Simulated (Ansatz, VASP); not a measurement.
## One calculation of TaN, two programs

POSCAR

```
TaN
1.0
    3.0500020400      0.0000000000      0.0000000000
   -1.5250010200      2.6413792500      0.0000000000
    0.0000000000      0.0000000000      4.9400015300
Ta N
2 2
Direct
    0.3333333333      0.6666666667      0.0000000000
    0.6666666667      0.3333333333      0.5000000000
    0.3333333333      0.6666666667      0.3850000000
    0.6666666667      0.3333333333      0.8850000000
```

INCAR.step1

```
SYSTEM = TaN
PREC = Accurate
ENCUT = 520
ISMEAR = 0
SIGMA = 0.05
LREAL = .FALSE.
LASPH = .TRUE.
NELM = 150
ISPIN = 2
MAGMOM = 2 -2 0 0
LMAXMIX = 4
LDAU = .TRUE.
LDAUTYPE = 2
LDAUL = 2 -1
LDAUU = 1 0
LDAUJ = 0 0
NBANDS = 28
GGA = PE
ALGO = Normal
EDIFF = 1E-4
LWAVE = .TRUE.
LCHARG = .FALSE.
```

File INCAR.step2:

```
SYSTEM = TaN
PREC = Accurate
ENCUT = 520
EDIFF = 1E-6
ISMEAR = 0
SIGMA = 0.05
LREAL = .FALSE.
LASPH = .TRUE.
NELM = 150
ALGO = Normal
ISIF = 2
LWAVE = .FALSE.
LCHARG = .FALSE.
ISPIN = 2
MAGMOM = 2 -2 0 0
LORBIT = 11
LMAXMIX = 4
LDAU = .TRUE.
LDAUTYPE = 2
LDAUL = 2 -1
LDAUU = 1 0
LDAUJ = 0 0
LDAUPRINT = 1
METAGGA = R2SCAN
LMIXTAU = .TRUE.
NBANDS = 28
ISTART = 1
```

Contents of KPOINTS:

```
regular mesh
0
G
  7 7 4
  0 0 0
```

Input for Ansatz:

```yaml
crystal:
  lattice:
    - [3.05000204, 0.0, 0.0]
    - [-1.52500102, 2.64137925, 0.0]
    - [0.0, 0.0, 4.94000153]
  atoms:
    - { symbol: Ta, position: [0.3333333333, 0.6666666667, 0.0], spin: 2.0 }
    - { symbol: Ta, position: [0.6666666667, 0.3333333333, 0.5], spin: -2.0 }
    - { symbol: "N", position: [0.3333333333, 0.6666666667, 0.385] }
    - { symbol: "N", position: [0.6666666667, 0.3333333333, 0.885] }
basis:
  ecutwfc: 500
  ecutrho_ratio: 4
kpoints:
  mp_grid: { grid: [7, 7, 4] }
hamiltonian:
  xc: r2scan
  hubbard:
    sites: [{ site: 0, l: d, u_eff: 1.0 }, { site: 1, l: d, u_eff: 1.0 }]
scf:
  occupations: { method: gaussian, width: 0.05 }
output:
  forces: true
  stress: true
  eigenvalues: true
  populations: true
  hubbard: { sites: [{ site: 0, l: d }, { site: 1, l: d }] }
  write_density: true
  write_potential: true
  elf: true
  volumetric_format: npy
magnetization:
  spin_polarized: true
```

Alike in both runs: task single point; functional r2SCAN; k mesh 7 × 7 × 4; occupations gaussian, width 0.05 eV; collinear spin; Hubbard terms Ta d U = 1.0 eV.

```csv
,VASP,Ansatz
version,VASP 6.6.1,Ansatz 0.2.0
potentials or method,"VASP PAW PBE potentials, release 64 (Ta_pv, N)","scalar-relativistic, plane waves, PAW"
plane-wave cutoff (eV),520,500
valence electrons in the cell,32,36
```

```tsv
	VASP	Ansatz	Ansatz less VASP
gap on the k mesh at the Fermi level (eV)	none	none	-
rms of the force components (eV/Å)	1.300	1.245	-0.0546
net moment per atom (μB)	0.00	0.00	0.000
```

The programs project onto different local orbitals, so the same U acts differently. Atom by atom the forces differ by 0.055 eV/Å (rms over components). A gap of «none» marks a metal or a gap that the smearing closes. The two sets of potentials don't hold the same shells in valence. Ansatz warned: «filled_band_counts_differ_across_k_points».

Caveats: the PAW data sets were made with another functional, which shifts forces and pressure a little (VASP). The runs have no spin-orbit coupling, so splittings on Ta are missing. The state reached can hang on the start; a lower one may exist.
